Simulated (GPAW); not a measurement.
# CdS (Hawleyite) (F-43m) in GPAW: a series of runs

One crystal, CdS (Hawleyite), is run at these levels: M06-L, PBE+D3(BJ), PBE, SOGGA; tasks: band structure, equation of state.

Program: GPAW 26.7.0. These are calculated values, not measurements. Logs are shortened: lines on timing, memory, paths and dates and some standing lists are left out, and cuts for length are marked. The log counts tension as positive stress, the text compression.

## (1) The structure

Symmetry: F-43m, No. 216, cubic system. Conventional cell: a = 5.833 Å, b = 5.833 Å, c = 5.833 Å, α = 90.00°, β = 90.00°, γ = 90.00°. Cd (site symmetry -43m) is surrounded by 4 S at 2.53 Å. Around S (site symmetry -43m) lie 4 Cd at 2.53 Å.

## (2) Band structure, M06-L, spin-orbit coupling, no magnetisation

The input, run.py:

```python
import numpy as np
from ase.dft.bandgap import bandgap
from ase.io import read, write
from ase.units import GPa
from gpaw import GPAW, PW
from gpaw.spinorbit import soc_eigenstates

atoms = read('POSCAR')

calc = GPAW(mode=PW(600),
            xc='M06-L',
            kpts={'size': (6, 6, 6), 'gamma': True},
            occupations={'name': 'fermi-dirac', 'width': 0.05},
            nbands=18,
            convergence={'density': 1e-05, 'energy': 1e-05},
            maxiter=150,
            txt='gpaw.txt')
atoms.calc = calc
energy = atoms.get_potential_energy()
forces = atoms.get_forces()
stress = atoms.get_stress()
calc.write('gs.gpw')
write('result.traj', atoms)
print(f'Energy: {energy:.6f} eV')
print('Forces (eV/A):')
print(forces.round(4))
print('Stress (GPa):', (stress / GPa).round(3))
print('Fermi level:', round(calc.get_fermi_level(), 4), 'eV')
print(f'Gap: {bandgap(calc)[0]:.4f} eV, direct: {bandgap(calc, direct=True)[0]:.4f} eV')

path = atoms.cell.bandpath('GXWKGLUWLK,UX', npoints=80, eps=1e-4)
bs_calc = calc.fixed_density(kpts=path, symmetry='off', nbands=29,
                             convergence={'bands': 'CBM+6.0', 'eigenstates': 1e-6}, txt='bands.txt')
bs = bs_calc.band_structure()
bs.write('bs.json')
print(f'Gap on the path: {bandgap(bs_calc)[0]:.4f} eV')

soc = soc_eigenstates(bs_calc, theta=90, phi=0, ignore_xc_potential=True)
np.savetxt('soc_bands.dat', soc.eigenvalues(), fmt='%.4f')
mesh = soc_eigenstates('gs.gpw', theta=90, phi=0, ignore_xc_potential=True)
np.savetxt('soc_mesh.dat', mesh.eigenvalues(), fmt='%.4f')
print('Fermi level with spin-orbit coupling:', round(mesh.fermi_level, 4), 'eV')
```

The input, POSCAR:

```
CdS
1.0
    0.0000000000      2.9165000000      2.9165000000
    2.9165000000      0.0000000000      2.9165000000
    2.9165000000      2.9165000000      0.0000000000
Cd S
1 1
Direct
    0.0000000000      0.0000000000      0.0000000000
    0.7500000000      0.7500000000      0.7500000000
```

Potentials or basis: GPAW PAW data sets (gpaw-data 1.2.1), pw.

The run is started by

```sh
OMP_NUM_THREADS=1 python run.py
```

gpaw.txt:

```text
__  _  _
 | _ |_)|_||  |
 |__||  | ||/\| - 26.7.0

Input parameters:
  mode=PW(ecut=600.0),
  convergence={'density': 1e-05, 'energy': 1e-05},
  kpts=MonkhorstPack(size=(6, 6, 6), gamma=True),
  maxiter=150,
  nbands=18,
  occupations=Occupations(name='fermi-dirac', width=0.05),
  xc=XC(name='M06-L')

Diagonalizing LCAO Hamiltonian
Converting LCAO to pw mode

                     S

       Cd

Atoms  # Å, Bohr magnetons
|   | symbol |        x |        y |        z |    initial magnetic moments |
|---|--------|----------|----------|----------|-----------------------------|
| 0 |     Cd | 0.000000 | 0.000000 | 0.000000 | ( 0.0000,  0.0000,  0.0000) |
| 1 |      S | 4.374750 | 4.374750 | 4.374750 | ( 0.0000,  0.0000,  0.0000) |

Unit cell  # Å
| periodic |        x |        y |        z |  lengths |    angles |
|----------|----------|----------|----------|----------|-----------|
|      yes | 0.000000 | 2.916500 | 2.916500 | 4.124554 | 60.000000 |
|      yes | 2.916500 | 0.000000 | 2.916500 | 4.124554 | 60.000000 |
|      yes | 2.916500 | 2.916500 | 0.000000 | 4.124554 | 60.000000 |

Number of symmetries: 24
Symmetry operations  # r_c * U_cc + t_c -> r_c
|    | kind |            matrix            |
|----|------|------------------------------|
|  0 |  E   |  1, 0, 0,  0, 1, 0,  0, 0, 1 |
|  1 |  σ   |  1, 0, 0,  0, 0, 1,  0, 1, 0 |
|  2 |  σ   |  1, 0,-1,  0, 1,-1,  0, 0,-1 |
|  3 |  C3  |  1, 0,-1,  0, 0,-1,  0, 1,-1 |
|  4 |  C3  |  1,-1, 0,  0,-1, 1,  0,-1, 0 |
|  5 |  σ   |  1,-1, 0,  0,-1, 0,  0,-1, 1 |
|  6 |  σ   |  0, 1, 0,  1, 0, 0,  0, 0, 1 |
|  7 |  C3  |  0, 1, 0,  0, 0, 1,  1, 0, 0 |
|  8 |  C2  |  0, 1,-1,  1, 0,-1,  0, 0,-1 |
|  9 |  S4  |  0, 1,-1,  0, 0,-1,  1, 0,-1 |
| 10 |  C3  |  0, 0, 1,  1, 0, 0,  0, 1, 0 |
| 11 |  σ   |  0, 0, 1,  0, 1, 0,  1, 0, 0 |
| 12 |  S4  |  0, 0,-1,  1, 0,-1,  0, 1,-1 |
| 13 |  C3  |  0, 0,-1,  0, 1,-1,  1, 0,-1 |
| 14 |  S4  |  0,-1, 1,  1,-1, 0,  0,-1, 0 |
| 15 |  C2  |  0,-1, 1,  0,-1, 0,  1,-1, 0 |
| 16 |  C3  |  0,-1, 0,  1,-1, 0,  0,-1, 1 |
| 17 |  S4  |  0,-1, 0,  0,-1, 1,  1,-1, 0 |
| 18 |  S4  | -1, 1, 0, -1, 0, 1, -1, 0, 0 |
| 19 |  C3  | -1, 1, 0, -1, 0, 0, -1, 0, 1 |
| 20 |  C3  | -1, 0, 1, -1, 1, 0, -1, 0, 0 |
| 21 |  S4  | -1, 0, 1, -1, 0, 0, -1, 1, 0 |
| 22 |  σ   | -1, 0, 0, -1, 1, 0, -1, 0, 1 |
| 23 |  C2  | -1, 0, 0, -1, 0, 1, -1, 1, 0 |

BZ-sampling:
  Number of BZ points: 216
  Number of IBZ points: 16

  Monkhorst-Pack size: [6, 6, 6]
  Monkhorst-Pack shift: [0.08333333333333333, 0.08333333333333333, 0.08333333333333333]

K-points  # in reciprocal-cell coordinates
|     |                                coordinates |     weight |
|-----|--------------------------------------------|------------|
|   0 | (  0.00000000,   0.00000000,   0.00000000) | 0.00462963 |
|   1 | (  0.16666667,   0.16666667,   0.00000000) | 0.02777778 |
|   2 | (  0.16666667,   0.16666667,   0.16666667) | 0.03703704 |
|   3 | (  0.33333333,   0.16666667,   0.16666667) | 0.05555556 |
|   4 | (  0.33333333,   0.33333333,  -0.33333333) | 0.05555556 |
|   5 | (  0.33333333,   0.33333333,   0.00000000) | 0.02777778 |
|   6 | (  0.33333333,   0.33333333,   0.16666667) | 0.11111111 |
|   7 | (  0.33333333,   0.33333333,   0.33333333) | 0.03703704 |
|   8 | (  0.50000000,   0.33333333,  -0.33333333) | 0.11111111 |
|   9 | (  0.50000000,   0.33333333,  -0.16666667) | 0.05555556 |
| ... |                                            |            |
|  15 | (  0.50000000,   0.50000000,   0.50000000) | 0.01851852 |

Plane wave coefficients: 1676
Cutoff: 600.0 eV

Spin-components: 1 (collinear spins)
Bands:           18
Projectors:      11
Spin-degeneracy: 2
Datatype:        complex128

Parallelization:
  kpt:    1
  domain: 1
  band:   1

Density:
  Valence electrons: 18.0
  Components: 1
  Grid points: [24 24 24]
  Charge: 0.0  # |e|

Potential:
  Grid points: [24 24 24]

species:
  Cd:
    name:    Cadmium
    Z:       48.0
    valence: 12
    core:    36
    charge:  0.0  # [|e|]
    compensation charges:
      type: gauss
      rc: 0.38  # [Å]
      lmax: 2
    cutoffs:
      filter: 2.12  # [Å]
      core: 2.62  # [Å]
    projectors
    | kind |    occ | energy [eV] | rcut [Å] |
    |------|--------|-------------|----------|
    |   5s |  2.000 |      -5.655 |    1.191 |
    |   5p |  0.000 |      -1.186 |    1.228 |
    |   4d | 10.000 |     -11.739 |    1.164 |
    |    s |        |      21.556 |    1.191 |
    |    p |        |      26.026 |    1.228 |
    |    d |        |      15.473 |    1.164 |

    Using partial waves for Cd as LCAO basis

  S:
    name:    Sulfur
    Z:       16.0
    valence: 6
    core:    10
    charge:  0.0  # [|e|]
    compensation charges:
      type: gauss
      rc: 0.24  # [Å]
      lmax: 2
    cutoffs:
      filter: 1.77  # [Å]
      core: 1.66  # [Å]
    projectors
    | kind |    occ | energy [eV] | rcut [Å] |
    |------|--------|-------------|----------|
    |   3s |  2.000 |     -17.254 |    0.974 |
    |   3p |  4.000 |      -7.008 |    0.979 |
    |    s |        |       9.957 |    0.974 |
    |    p |        |      20.203 |    0.979 |
    |    d |        |       0.000 |    0.900 |

    Using partial waves for S as LCAO basis

Reference energy: -163030.738234  # eV

eigensolver:
  PPCG
  Converge bands: occupied
  niter=2

density mixing:
  MSR1-Mixer
  Pratt-step length: 0.05
  Maximum mixing coefficient: 0.75
  Old densities: 10
  SVD Regularization: 0.005
  Good broyden scale: 1.0
  Trust region scale: 1.0
  Backstep threshold: 4.0
  History deletion threshold: 6.0
  Fourier metric: weight=20.0, sigma=0.015

occupation numbers:
  Fermi-Dirac:
    width: 0.0500  # eV

poisson solver:
  ecut: 4800.0  # eV

xc functional:
  name: M06-L with 2 nearest neighbor stencil

convergence criteria:
- Maximum integral of absolute [dens]ity change: 1e-05 electrons / valence electron
- Maximum [total energy] change in last 3 cyles: 1e-05 eV / valence electron
- Maximum integral of absolute [eigenst]ate change: 4e-08 eV^2 / valence electron
maximum number of iterations: 150

SCF iterations
|iter     | |      energy | eigst |  dens |
|---------|-|-------------|-------|-------|
|iter:   1| |  -54.977568 | +1.86 |       |
|iter:   2| |  -18.933805 | +1.07 | -0.61 |
|iter:   3| |  -20.250368 | -0.71 | -1.07 |
|iter:   4| |  -20.271223 | -2.03 | -1.12 |
|iter:   5| |  -20.280981 | -1.55 | -1.17 |
|iter:   6| |  -20.398431 | -2.00 | -1.53 |
|iter:   7| |  -20.363790 | -3.01 | -1.64 |
|iter:   8| |  -20.371174 | -2.93 | -1.77 |
|iter:   9| |  -20.379024 | -3.89 | -1.94 |
|iter:  10| |  -20.373514 | -3.05 | -1.97 |
|iter:  11| |  -20.376564 | -4.02 | -2.29 |
|iter:  12| |  -20.380371 | -3.65 | -2.33 |
|iter:  13| |  -20.385259 | -3.42 | -2.49 |
|iter:  14| |  -20.387235 | -3.67 | -2.74 |
|iter:  15| |  -20.387360 | -4.98 | -3.36 |
|iter:  16| |  -20.387435 | -4.88 | -3.87 |
|iter:  17| |  -20.387393c| -5.29 | -4.36 |
|iter:  18| |  -20.387356c| -5.64 | -4.53 |
|iter:  19| |  -20.387356c| -6.57 | -4.93 |
|iter:  20| |  -20.387357c| -6.82 | -5.26c|
|iter:  21| |  -20.387356c| -7.18 | -5.36c|
|iter:  22| |  -20.387355c| -7.22 | -5.56c|
|iter:  23| |  -20.387355c| -8.40c| -5.69c|

Converged in 23 steps
Energy contributions relative to reference atoms: (reference = -163030.738234)

Energy contributions:
  Kinetic:          35.973182
  Coulomb:         -31.432078
  Zero:             -0.428550
  External:          0.000000
  Xc:              -24.499910
  Entropy:          -0.000000
  Spinorbit:         0.000000
  ----------------------------
  Free energy:     -20.387355
  Extrapolated:    -20.387355

dipole moment: (-16.278183, -16.278183, -16.278183)  # |e|*Ang

Fermi level: 4.125
Eigenvalues  # (at kpt = [0.000, 0.000, 0.000])
| band index |      eig [eV] | occ [0-2] |
|------------|---------------|-----------|
|          0 |        -9.605 |     2.000 |
|          1 |        -4.479 |     2.000 |
|          2 |        -4.479 |     2.000 |
|          3 |        -4.479 |     2.000 |
|          4 |        -4.019 |     2.000 |
|          5 |        -4.019 |     2.000 |
[... 10 lines left out ...]
|         16 |        16.902 |     0.000 |
|         17 |        16.902 |     0.000 |

Gap: 1.503 eV
Transition (v -> c):
  (s=0, k=0, n=8, [0.00, 0.00, 0.00]) -> (s=0, k=0, n=9, [0.00, 0.00, 0.00])
No difference between direct/indirect transitions

Forces  # eV/Ang
|        x |        y |        z |
|----------|----------|----------|
|  0.00000 | -0.00000 | -0.00000 |  # Cd   0
| -0.00000 |  0.00000 |  0.00000 |  # S    1

Stress tensor  # eV/Ang^3
|         x |         y |         z |
|-----------|-----------|-----------|
| -0.012781 | -0.000000 | -0.000000 |
| -0.000000 | -0.012781 |  0.000000 |
| -0.000000 |  0.000000 | -0.012781 |

# Writing to gs.gpw (mode='')
```

stdout:

```text
Energy: -20.387355 eV
Forces (eV/A):
[[ 0. -0. -0.]
 [-0.  0.  0.]]
Stress (GPa): [-2.048 -2.048 -2.048  0.    -0.    -0.   ]
Fermi level: 4.1249 eV
Gap: 1.5028 eV, direct: 1.5028 eV
Gap on the path: 1.5028 eV
Fermi level with spin-orbit coupling: 4.1278 eV
```

bands.txt:

```text
Diagonalizing LCAO Hamiltonian
Converting LCAO to pw mode
convergence criteria:
- Maximum integral of absolute [eigenst]ate change: 1e-06 eV^2 / valence electron
maximum number of iterations: 150

SCF iterations
|iter     | |      energy | eigst |  dens |
|---------|-|-------------|-------|-------|
[... 85 lines left out ...]
         [0.41666667, 0.41666667, 0.66666667],
         [0.40277778, 0.40277778, 0.69444444],
         [0.38888889, 0.38888889, 0.72222222],
         [0.375     , 0.375     , 0.75      ],
         [0.625     , 0.25      , 0.625     ],
         [0.59375   , 0.1875    , 0.59375   ],
         [0.5625    , 0.125     , 0.5625    ],
         [0.53125   , 0.0625    , 0.53125   ],
         [0.5       , 0.        , 0.5       ]])),
  maxiter=150,
  nbands=29,
  occupations=Occupations(name='fermi-dirac', width=0.05),
  symmetry=Symmetry(point_group=False, time_reversal=False),
  xc=XC(name='M06-L')
```

Run time: 3.2 min. Hardware: 1 thread of Arm Neoverse V1, shared host; peak memory 0.4 GiB.

What came out:

* Free energy: -20.3874 eV
* Pressure: 2.0 GPa
* Band gap on the k mesh: 1.49 eV, direct
* Band gap along the path: 1.49 eV, direct

Levels at the corners of the path, in eV from the valence-band top:
| point | band 14 | band 15 | band 16 | band 17 | band 18 | band 19 | band 20 | band 21 | band 22 | band 23 |
| --- | --- | --- | --- | --- | --- | --- | --- | --- | --- | --- |
| Γ | -0.03 | 0.00 | 0.00 | 0.00 | 0.00 | 1.49 | 1.49 | 6.96 | 6.96 | 7.39 |
| X | -3.82 | -1.89 | -1.89 | -1.88 | -1.88 | 3.58 | 3.58 | 4.83 | 4.83 | 9.35 |
| W | -3.73 | -2.33 | -2.25 | -2.23 | -2.20 | 5.33 | 5.34 | 6.07 | 6.10 | 7.77 |
| K | -3.78 | -2.58 | -2.53 | -1.54 | -1.52 | 4.44 | 4.45 | 5.81 | 5.82 | 8.54 |
| Γ | -0.03 | 0.00 | 0.00 | 0.00 | 0.00 | 1.49 | 1.49 | 6.96 | 6.96 | 7.39 |
| L | -4.35 | -0.77 | -0.77 | -0.74 | -0.74 | 3.57 | 3.57 | 7.18 | 7.18 | 7.51 |
| U | -3.78 | -2.58 | -2.53 | -1.54 | -1.52 | 4.44 | 4.45 | 5.81 | 5.82 | 8.54 |
| W | -3.73 | -2.33 | -2.25 | -2.23 | -2.20 | 5.33 | 5.34 | 6.07 | 6.10 | 7.77 |
| L | -4.35 | -0.77 | -0.77 | -0.74 | -0.74 | 3.57 | 3.57 | 7.18 | 7.18 | 7.51 |
| K | -3.78 | -2.58 | -2.53 | -1.54 | -1.52 | 4.44 | 4.45 | 5.81 | 5.82 | 8.54 |
| U | -3.78 | -2.58 | -2.53 | -1.54 | -1.52 | 4.44 | 4.45 | 5.81 | 5.82 | 8.54 |
| X | -3.82 | -1.89 | -1.89 | -1.88 | -1.88 | 3.58 | 3.58 | 4.83 | 4.83 | 9.35 |

Caveat: spin-orbit coupling was added after a scalar SCF, so levels and gaps hold it while energy, forces, pressure and moments don't; this program's spin-orbit splittings come out too wide for heavy elements; the PAW data sets were made with another functional, which shifts forces and pressure a little.

## (3) Equation of state, PBE+D3(BJ)

The input, run.py:

```python
from ase.calculators.mixing import SumCalculator
from ase.eos import EquationOfState
from ase.io import Trajectory
from ase.spacegroup import crystal
from ase.units import GPa
from dftd3.ase import DFTD3
from gpaw import GPAW, PW

# Cd 4a
# S 4c
atoms = crystal(['Cd', 'S'],
                basis=[[0.0, 0.0, 0.0],
                       [0.25, 0.25, 0.25]],
                spacegroup=216, setting=1,  # F-43m
                cellpar=[5.833, 5.833, 5.833, 90.0, 90.0, 90.0],
                primitive_cell=True)

traj = Trajectory('eos.traj', 'w')
volumes, energies = [], []
for x in [0.94, 0.96, 0.98, 1.0, 1.02, 1.04, 1.06]:
    a = atoms.copy()
    a.set_cell(atoms.cell * x**(1 / 3), scale_atoms=True)
    calc = GPAW(mode=PW(600),
                xc='PBE',
                kpts={'size': (6, 6, 6), 'gamma': True},
                occupations={'name': 'fermi-dirac', 'width': 0.05},
                nbands=18,
                convergence={'density': 1e-05, 'energy': 1e-05},
                maxiter=150,
                txt=f'eos-{x:.2f}.txt')
    a.calc = SumCalculator([calc, DFTD3(method='pbe', damping='d3bj')])
    energies.append(a.get_potential_energy())
    volumes.append(a.get_volume())
    p = -a.get_stress()[:3].mean() / GPa
    calc.write(f'eos-{x:.2f}.gpw')
    traj.write(a)
    print(f'{x:.2f} {volumes[-1]:10.4f} A^3 {energies[-1]:14.6f} eV {p:9.3f} GPa', flush=True)

v0, e0, B = EquationOfState(volumes, energies, eos='birchmurnaghan').fit()
print(f'V0 = {v0:.4f} A^3, E0 = {e0:.6f} eV, B0 = {B / GPa:.2f} GPa')
```

Potentials or basis: GPAW PAW data sets (gpaw-data 1.2.1), pw.

The run is started by

```sh
OMP_NUM_THREADS=1 python run.py
```

Wall time 67 s (1 thread of Arm Neoverse V1, shared host); peak memory 0.25 GiB.

It converged, with:

| Property | Result |
| --- | --- |
| Equilibrium volume | 24.98 Å³/atom |
| Bulk modulus | 60 GPa |
| Pressure derivative of the bulk modulus | 4.6 |

Energy against volume, from the lowest point:
```csv
volume (Å³/atom),energy (meV/atom)
23.319,23.09
23.815,10.81
24.312,3.27
24.808,0.00
25.304,0.56
25.800,4.52
26.296,11.52
```

Zero-point motion and thermal expansion aren't in these numbers.

## (4) Band structure, PBE

The input, run.py:

```python
from ase.dft.bandgap import bandgap
from ase.io import write
from ase.spacegroup import crystal
from gpaw import GPAW

# Cd 4a
# S 4c
atoms = crystal(['Cd', 'S'],
                basis=[[0.0, 0.0, 0.0],
                       [0.25, 0.25, 0.25]],
                spacegroup=216, setting=1,  # F-43m
                cellpar=[5.833, 5.833, 5.833, 90.0, 90.0, 90.0],
                primitive_cell=True)

calc = GPAW(mode='lcao',
            h=0.16,
            basis='dzp',
            xc='PBE',
            kpts={'size': (6, 6, 6), 'gamma': True},
            occupations={'name': 'fermi-dirac', 'width': 0.05},
            convergence={'density': 1e-05, 'energy': 1e-05},
            maxiter=150,
            txt='gpaw.txt')
atoms.calc = calc
energy = atoms.get_potential_energy()
forces = atoms.get_forces()
calc.write('gs.gpw')
write('result.traj', atoms)
print(f'Energy: {energy:.6f} eV')
print('Forces (eV/A):')
print(forces.round(4))
print('Fermi level:', round(calc.get_fermi_level(), 4), 'eV')
print(f'Gap: {bandgap(calc)[0]:.4f} eV, direct: {bandgap(calc, direct=True)[0]:.4f} eV')

path = atoms.cell.bandpath('GXWKGLUWLK,UX', npoints=60, eps=1e-4)
bs_calc = calc.fixed_density(kpts=path, symmetry='off', txt='bands.txt')
bs = bs_calc.band_structure()
bs.write('bs.json')
print(f'Gap on the path: {bandgap(bs_calc)[0]:.4f} eV')
```

Potentials or basis: GPAW PAW data sets (gpaw-data 1.2.1), lcao:dzp.

The run is started by

```sh
OMP_NUM_THREADS=1 python run.py
```

Run time: 47 s. Hardware: 1 thread of Arm Neoverse V1, shared host; peak memory 0.2 GiB.

The run converged. Its results:

```
Free energy             : -5.6662 eV
Band gap on the k mesh  : 1.16 eV, direct
Band gap along the path : 1.16 eV, direct
```

Levels at the corners of the path, in eV from the valence-band top:
```
point  band 5  band 6  band 7  band 8  band 9  band 10  band 11  band 12
    Γ   -7.17   -7.17    0.00    0.00    0.00     1.16     6.61     6.61
    X   -7.10   -6.74   -3.96   -1.89   -1.89     3.77     4.75    11.01
    W   -7.18   -6.57   -3.91   -2.28   -2.20     5.50     5.57     7.46
    K   -7.14   -6.62   -3.94   -2.55   -1.54     4.38     5.56     8.74
    Γ   -7.17   -7.17    0.00    0.00    0.00     1.16     6.61     6.61
    L   -7.15   -6.82   -4.43   -0.75   -0.75     3.06     7.20     7.20
    U   -7.14   -6.62   -3.94   -2.55   -1.54     4.38     5.56     8.74
    W   -7.18   -6.57   -3.91   -2.28   -2.20     5.50     5.57     7.46
    L   -7.15   -6.82   -4.43   -0.75   -0.75     3.06     7.20     7.20
    K   -7.14   -6.62   -3.94   -2.55   -1.54     4.38     5.56     8.74
    U   -7.14   -6.62   -3.94   -2.55   -1.54     4.38     5.56     8.74
    X   -7.10   -6.74   -3.96   -1.89   -1.89     3.77     4.75    11.01
```

Caveat: the real-space grid adds noise to forces; the basis of atomic orbitals isn't converged, which shifts pressures, moduli and gaps. PBE gaps usually lie below the measured ones, often by a third to a half.

(Part 1 of 2 ends here.)
